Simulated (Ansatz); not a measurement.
## Molecular dynamics of H$_{4}$CN

Input file:

```yaml
accuracy: low
crystal:
  lattice:
    - [5.042021, 0.0, 0.0]
    - [0.0, 5.18837, 0.0]
    - [-2.590641, 0.0, 6.794892]
  atoms:
    - { symbol: H, position: [0.87872933, 0.72718978, 0.44121573] }
    - { symbol: H, position: [0.06333205, 0.40340676, 0.95263566] }
    - { symbol: H, position: [0.42738062, 0.17459598, 0.6399601] }
    - { symbol: H, position: [0.5168114, 0.70843125, -0.17248577] }
    - { symbol: H, position: [0.9559852, 0.74913791, 0.70181731] }
    - { symbol: H, position: [-0.0371439, 0.10347422, 0.83143176] }
    - { symbol: H, position: [0.13821715, 0.18761001, 0.37764065] }
    - { symbol: H, position: [0.88331443, 0.87275547, -0.02751999] }
    - { symbol: H, position: [0.34115519, 0.69723402, 0.4350847] }
    - { symbol: H, position: [0.5010212, 0.35884224, 1.0627107] }
    - { symbol: H, position: [0.75985266, 0.26684969, 0.52613615] }
    - { symbol: H, position: [0.41631175, 0.8283096, 0.11640812] }
    - { symbol: H, position: [0.53702607, 0.54537597, 0.66025713] }
    - { symbol: H, position: [0.45376919, 0.18256992, 0.83466017] }
    - { symbol: H, position: [0.54620166, 0.29255005, 0.2912764] }
    - { symbol: H, position: [0.73155978, 0.95765818, 0.22936968] }
    - { symbol: C, position: [0.54842494, 0.57234638, 0.53098591] }
    - { symbol: C, position: [0.40335262, 0.22197623, 0.98523873] }
    - { symbol: C, position: [0.57128218, 0.32916074, 0.44617053] }
    - { symbol: C, position: [0.54628572, 0.9736168, 0.07892153] }
    - { symbol: "N", position: [0.79769721, 0.73770581, 0.55153107] }
    - { symbol: "N", position: [0.12439762, 0.22588423, 0.98072207] }
    - { symbol: "N", position: [0.34180952, 0.13940255, 0.47414286] }
    - { symbol: "N", position: [0.66846231, 0.80971472, -0.03467172] }
basis:
  ecutwfc: 420.0
kpoints:
  mp_grid: { grid: [2, 2, 1] }
hamiltonian:
  xc: lda
scf:
  occupations: { method: fermi_dirac, width: 0.05 }
  lower_state_search: "off"
md:
  timestep: 0.5
  n_steps: 200
  ensemble: nvt_langevin
  temperature: 1560.0
  initial_velocities: maxwell_boltzmann
  seed: 900642
  friction: 0.5
```

Launched with:

```bash
$ ansatz run input.yaml --threads 1 --pin off --max-ram 3072MiB --backend cpu --events-out ev --progress --plain --runs-dir out
```

It goes on from the last frame of an earlier run, with new velocities.

Output, in part (step lines):

```
md step     0: t =     0.00 fs  T =  1495.0 K  F+E_penalty+E_count = -2715.30003616 eV  E_kin = 4.637849 eV  (9 SCF iters)
md step     1: t =     0.50 fs  T =  1366.2 K  F+E_penalty+E_count = -2715.37736418 eV  E_kin = 4.238196 eV  (8 SCF iters)
md step     2: t =     1.00 fs  T =  1744.4 K  F+E_penalty+E_count = -2715.83096802 eV  E_kin = 5.411665 eV  (8 SCF iters)
md step     3: t =     1.50 fs  T =  2136.3 K  F+E_penalty+E_count = -2716.24581471 eV  E_kin = 6.627283 eV  (8 SCF iters)
md step     4: t =     2.00 fs  T =  1589.3 K  F+E_penalty+E_count = -2716.53005463 eV  E_kin = 4.930537 eV  (8 SCF iters)
md step     5: t =     2.50 fs  T =  1686.3 K  F+E_penalty+E_count = -2716.66625424 eV  E_kin = 5.231438 eV  (8 SCF iters)
md step     6: t =     3.00 fs  T =  1632.2 K  F+E_penalty+E_count = -2716.85004392 eV  E_kin = 5.063578 eV  (8 SCF iters)
md step     7: t =     3.50 fs  T =  1967.9 K  F+E_penalty+E_count = -2717.15364794 eV  E_kin = 6.104866 eV  (8 SCF iters)
[... lines left out ...]
md step   200: t =   100.00 fs  T =  1809.5 K  F+E_penalty+E_count = -2717.27735602 eV  E_kin = 5.613550 eV  (8 SCF iters)
```

The steps, from the saved trajectory:

| time (fs) | T (K) | potential energy less start (eV) |
| --- | --- | --- |
| 0.0 | 1495 | 0.000 |
| 3.0 | 1632 | -1.550 |
| 6.0 | 1141 | -2.772 |
| 9.0 | 1730 | -2.224 |
| 12.0 | 1789 | -2.524 |
| 15.0 | 1306 | -1.643 |
| 18.0 | 1631 | -1.546 |
| 21.0 | 1833 | -0.906 |
| 24.0 | 1429 | -0.990 |
| 27.0 | 1353 | -1.506 |
| 30.0 | 1366 | -1.337 |
| 33.0 | 1247 | -0.555 |
| 36.0 | 1237 | -0.793 |
| 39.0 | 1732 | -1.110 |
| 42.0 | 1666 | 0.079 |
| 45.0 | 1612 | -0.435 |
| 48.0 | 1292 | -0.967 |
| 51.0 | 1604 | -0.748 |
| 54.0 | 1652 | -0.029 |
| 57.0 | 1526 | 0.070 |
| 60.0 | 1549 | -0.176 |
| 63.0 | 1436 | -0.347 |
| 66.0 | 1216 | 0.231 |
| 69.0 | 1260 | 0.262 |
| 72.0 | 1758 | -0.340 |
| 75.0 | 1252 | -0.375 |
| 78.0 | 1305 | -0.449 |
| 81.0 | 1439 | -0.658 |
| 84.0 | 1248 | -0.045 |
| 87.0 | 1242 | -0.459 |
| 90.0 | 1563 | -0.579 |
| 93.0 | 1416 | -0.595 |
| 96.0 | 1587 | -2.281 |
| 99.0 | 1731 | -2.097 |

The run went to its last step. A run of 0.1 ps of so small a system gives no equilibrium averages. The friction is so strong that the motion is overdamped, so the time scale means little. Limits of this set-up: coarse k mesh, low accuracy level.

Mean squared displacements from the first frame to the last, about the centre of mass: H 0.38 Å², C 0.05 Å², N 0.07 Å².

Last frame:

```xyz
24
Lattice="5.0420 0.0000 0.0000 0.0000 5.1884 0.0000 -2.5906 0.0000 6.7949" Properties=species:S:1:pos:R:3
H 3.376 3.588 2.867
H -2.935 1.538 7.037
H 1.149 -0.152 3.853
H 2.642 3.670 -1.029
H 3.102 3.522 4.513
H -2.402 0.970 5.487
H 0.046 1.128 3.454
H 4.340 4.534 -0.607
H 0.832 3.048 2.699
H -0.430 1.755 7.455
H 2.724 1.055 3.714
H 1.764 4.136 1.001
H 1.137 2.701 4.664
H -0.017 1.321 5.978
H 2.454 1.459 2.293
H 3.042 5.009 1.462
C 1.593 2.847 3.542
C -0.721 0.919 6.685
C 1.854 1.476 3.213
C 2.523 4.741 0.566
N 2.629 3.783 3.591
N -2.108 1.335 6.406
N 0.785 0.575 3.140
N 3.452 4.041 -0.254
```

Time of the run: 4.5 min on 1 thread of Arm Neoverse V1 (shared host), peak memory 0.37 GiB.
